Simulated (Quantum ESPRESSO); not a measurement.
# BaS (Fm-3m): a worked LO-TO splitting

Wanted: the LO mode of BaS (Fm-3m) from the TO mode and the field response.

Main program and level: Quantum ESPRESSO 7.5; DFT LDA, scalar-relativistic, plane waves, PseudoDojo norm-conserving pseudopotentials.

## (1) Set-up

It takes space group Fm-3m (No. 225, cubic). Conventional cell: a = 6.285 Å, b = 6.285 Å, c = 6.285 Å, α = 90.00°, β = 90.00°, γ = 90.00°. Nearest to Ba lie 6 S at 3.14 Å. S has 6 Ba at 3.14 Å nearest. Farther neighbours and most contacts between anions are not listed.

Coordinates:

```
CELL_PARAMETERS angstrom
0.00000 3.14263 3.14263
3.14263 0.00000 3.14263
3.14263 3.14263 0.00000
ATOMIC_POSITIONS crystal
Ba 0.00000 0.00000 0.00000
S 0.50000 0.50000 0.50000
```

This is the cell after its relaxation at this level of theory, not the database cell from which that began.

## (2) What the response run gave

A linear-response run on the relaxed cell, with the response to an electric field; only its zone-centre results are used. Cutoff 57 Ry, k mesh 6×6×6.

Log:

```text
[banners, grids, parts of the stress and lines that vanish by symmetry left out]
Program PHONON v.7.5
     Reading xml data from directory:

[...]
Exchange-correlation= PW
                           (   1   4   0   0   0   0   0)
[...]
kinetic-energy cut-off    =      57.0000  Ry
     charge density cut-off    =     228.0000  Ry
     convergence threshold     =      1.0E-18
[...]
Exchange-correlation= PW
                           (   1   4   0   0   0   0   0)
[...]
q = (   0.0000000   0.0000000   0.0000000 )
     49 Sym.Ops. (with q -> -q+G )
     G cutoff =  407.3715  (  24309 G-vectors)     FFT grid: ( 45, 45, 45)
     number of k points=    16
[...]
Mode symmetry, O_h (m-3m)  point group:
[...]
Dielectric constant
[...]
End of electric fields calculation
          Dielectric constant in cartesian axis
          (       5.260121856      -0.000000000      -0.000000000 )
          (      -0.000000000       5.260121856      -0.000000000 )
          (      -0.000000000      -0.000000000       5.260121856 )
          Effective charges (d Force / dE) in cartesian axis without acoustic sum rule applied (asr)
           atom    1  Ba    Mean Z*:        2.64529
      Ex  (        2.64529       -0.00000        0.00000 )
      Ey  (       -0.00000        2.64529        0.00000 )
      Ez  (        0.00000        0.00000        2.64529 )
           atom    2  S     Mean Z*:       -2.65933
      Ex  (       -2.65933        0.00000        0.00000 )
      Ey  (        0.00000       -2.65933        0.00000 )
      Ez  (        0.00000        0.00000       -2.65933 )
          Effective charges Sum: Mean:       -0.01404
[...]
Effective charges (d Force / dE) in cartesian axis with asr applied:
           atom    1  Ba    Mean Z*:        2.65231
[...]
atom    2  S     Mean Z*:       -2.65231
[...]
Representation #   1 modes #   1   2   3
[...]
End of self-consistent calculation
     Convergence has been achieved
     Representation #   2 modes #   4   5   6
[...]
End of self-consistent calculation
     Convergence has been achieved
[...]
Dielectric constant in cartesian axis
          (       5.260121856      -0.000000000      -0.000000000 )
          (      -0.000000000       5.260121856      -0.000000000 )
          (      -0.000000000      -0.000000000       5.260121856 )
          Effective charges (d Force / dE) in cartesian axis without acoustic sum rule applied (asr)
           atom    1  Ba    Mean Z*:        2.64529
      Ex  (        2.64529       -0.00000        0.00000 )
      Ey  (       -0.00000        2.64529        0.00000 )
      Ez  (        0.00000        0.00000        2.64529 )
           atom    2  S     Mean Z*:       -2.65933
      Ex  (       -2.65933        0.00000        0.00000 )
      Ey  (        0.00000       -2.65933        0.00000 )
      Ez  (        0.00000        0.00000       -2.65933 )
          Effective charges Sum: Mean:       -0.01404
[...]
Effective charges (d Force / dE) in cartesian axis with asr applied:
           atom    1  Ba    Mean Z*:        2.65231
[...]
atom    2  S     Mean Z*:       -2.65231
[...]
q = (    0.000000000   0.000000000   0.000000000 )
[...]
freq (    1) =       0.007189 [THz] =       0.239801 [cm-1]
     freq (    2) =       0.007189 [THz] =       0.239801 [cm-1]
     freq (    3) =       0.007189 [THz] =       0.239801 [cm-1]
     freq (    4) =       4.567651 [THz] =     152.360436 [cm-1]
     freq (    5) =       4.567651 [THz] =     152.360436 [cm-1]
     freq (    6) =       4.567651 [THz] =     152.360436 [cm-1]
[...]
Mode symmetry, O_h (m-3m)  point group:
     freq (   1-   3) =          0.2  [cm-1]   --> T_1u G_15  G_4- I
     freq (   4-   6) =        152.4  [cm-1]   --> T_1u G_15  G_4- I

   JOB DONE.
```

| quantity | value |
| --- | --- |
| cell volume Ω (Å³) | 62.074 |
| mass of Ba (u) | 137.327 |
| mass of S (u) | 32.060 |
| Born charge of Ba, raw (e) | 2.645 |
| Born charge of S, raw (e) | -2.659 |
| ε∞ | 5.260 |
| ω(TO) after the sum rule (cm⁻¹) | 152.4 |

## (3) The calculation

The charges must sum to zero over the cell; taking off their mean, -0.007 e, leaves Z* = 2.652 e on Ba. In the polar mode Ba moves against S, so the reduced mass is μ = 137.33 × 32.06 / 169.39 = 25.992 u.

A longitudinal wave builds up a field that adds to the restoring force: ω(LO)² = ω(TO)² + 4π Z*² / (μ Ω ε∞), in Hartree atomic units. With μ = 47380 electron masses and Ω = 418.90 bohr³ the second term is 8.4675e-07 Ha², or 40787 cm⁻² (1 Ha = 219474.6 cm⁻¹).

So ω(LO) = √(23214 + 40787) = 253.0 cm⁻¹, and by the Lyddane-Sachs-Teller relation ε₀ = ε∞ (ω(LO)/ω(TO))² = 14.50.

## (4) Check against the program

The analysis program adds the same non-analytic term to the full matrix, here for q along (1 0 0).

Log:

```text
[banner, memory and clock lines left out]
Program DYNMAT v.7.5

     Reading Dynamical Matrix from file g.dyn
     ...Force constants read
     ...epsilon and Z* read

     Polarizability (A^3 units)
     multiply by 0.413216 for Clausius-Mossotti correction
        21.043787   -0.000000   -0.000000
        -0.000000   21.043787   -0.000000
        -0.000000   -0.000000   21.043787

     IR activities are in (D/A)^2/amu units

# mode   [cm-1]    [THz]      IR
    1      0.00    0.0000    0.0000
    2      0.00    0.0000    0.0000
    3      0.00    0.0000    0.0000
    4    152.36    4.5677    6.2442
    5    152.36    4.5677    6.2442
    6    252.99    7.5843    6.2442
```

ε₀ comes from the program's run without a direction of q.

| quantity | by hand | program |
| --- | --- | --- |
| ω(LO) (cm⁻¹) | 253.0 | 253.0 |
| ε₀ | 14.50 | 14.50 |

## (5) Outcome

| Quantity | Value |
| --- | --- |
| TO mode | 152.4 cm⁻¹ |
| LO mode | 253.0 cm⁻¹ |
| static dielectric constant | 14.50 |

In words: The LO mode of BaS (Fm-3m) lies at 253 cm⁻¹, 101 cm⁻¹ above the TO mode; the formula meets the program within 0.1 cm⁻¹, as it must for a cubic crystal with one polar mode. ω(LO)² − ω(TO)² goes with Z*²/ε∞: an error of 5 % in ε∞ would move the LO mode by 3.9 cm⁻¹, and semilocal functionals tend to overestimate ε∞. These are harmonic values at zero temperature, at the volume of this functional, for the structure held cubic; stability elsewhere in the zone is no part of this calculation.

[Host names and launcher messages were left out of these logs when they were recorded.]

[Logs are printed without paths, hosts, clocks, repeated set-up lines and the standing remarks that a program may print on its own settings, such as how far it seeks lower states.]

[Hosts, paths, dates, database ids (printed as entryN), source tags and the programs' standing remarks are cut or masked in the printed files.]
